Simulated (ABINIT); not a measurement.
An input for ABINIT 10.8.3 (SiC (F-43m)):

```
acell 3*1.0 Angstrom
rprim 
  -0.000000000000 2.179000000000 2.179000000000
  2.179000000000 -0.000000000000 2.179000000000
  2.179000000000 2.179000000000 -0.000000000000
ntypat 2
znucl 14 6
natom 2
typat 1 2
xred 
  0.000000000000 0.000000000000 0.000000000000
  0.250000000000 0.250000000000 0.250000000000
pp_dirpath "pseudos"
pseudos "Si.upf, C.upf"
ecut 37
ngkpt 6 6 6
nshiftk 1
shiftk 0 0 0
kptopt 1
chksymbreak 0
istwfk *1
occopt 1
irdwfk 1
optdriver 3
nband 90
ecuteps 8.4
inclvkb 2
awtr 1
symchi 1
gwcalctyp 2
nfreqre 30
freqremax 40 eV
nfreqim 4
spmeth 0
indata_prefix "in"
outdata_prefix "out"
tmpdata_prefix "tmp"
```

```sh
OMP_NUM_THREADS=1 mpirun -n 8 abinit run.abi > log
```

Question: Estimate wall time and host memory on 8 MPI ranks of Arm Neoverse N1, shared host.

It took 5 min; on shared hardware allow 2.5 min to 9.9 min. Peak host memory was 1.2 GiB.

[Paths, hosts, dates, memory and timing lines, banners, echoed tables and standing remarks are left out of the program output.]

[Logs are printed without paths, hosts, clocks, repeated set-up lines and the standing remarks that a program may print on its own settings, such as how far it seeks lower states.]

[Runs of the session that timed out or met a known fault of the program may be left out.]

[Hosts, paths, dates, database ids (printed as entryN), source tags and the programs' standing remarks are cut or masked in the printed files.]

[G0W0 gaps are taken among the corrected bands and points alone; a level outside them can change the order at an edge.]

[Where Ansatz stands beside ABINIT at settings called matched, ABINIT's density can come from a denser mesh and the files from another edition; pairs whose starting gaps differed by over 0.03 eV were left out, so agreement reads better than it is.]
